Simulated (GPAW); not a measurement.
Here is a GPAW 26.7.0 calculation.

The input run.py:

```python
from ase.dft.bandgap import bandgap
from ase.io import write
from ase.spacegroup import crystal
from ase.units import GPa
from gpaw import GPAW, PW, setup_paths

setup_paths.insert(0, '.')

# Sn 2a
atoms = crystal(['Sn'],
                basis=[[0.0, 0.0, 0.0]],
                spacegroup=229, setting=1,  # Im-3m
                cellpar=[3.78930364, 3.78930364, 3.78930364, 90.0, 90.0, 90.0],
                primitive_cell=True)

calc = GPAW(mode=PW(500),
            xc='PBEsol',
            kpts={'size': (8, 8, 8), 'gamma': True},
            occupations={'name': 'fermi-dirac', 'width': 0.05},
            nbands=14,
            maxiter=120,
            txt='gpaw.txt')
atoms.calc = calc
energy = atoms.get_potential_energy()
forces = atoms.get_forces()
stress = atoms.get_stress()
calc.write('gs.gpw')
write('result.traj', atoms)
print(f'Energy: {energy:.6f} eV')
print('Forces (eV/A):')
print(forces.round(4))
print('Stress (GPa):', (stress / GPa).round(3))
print('Fermi level:', round(calc.get_fermi_level(), 4), 'eV')
print(f'Gap: {bandgap(calc)[0]:.4f} eV, direct: {bandgap(calc, direct=True)[0]:.4f} eV')
```

Potentials or basis: PAW data sets generated in the run's folder for this functional, pw.

Command:

```sh
$ gpaw-setup -f PBEsol Sn
$ OMP_NUM_THREADS=1 python run.py
```

Estimate the band gap on the k mesh.

none (metal or under the smearing width).

Estimate the pressure.

-2.5 GPa.

Caveat: the cutoff is short for stress and forces, so pressures can be off by a GPa or more.
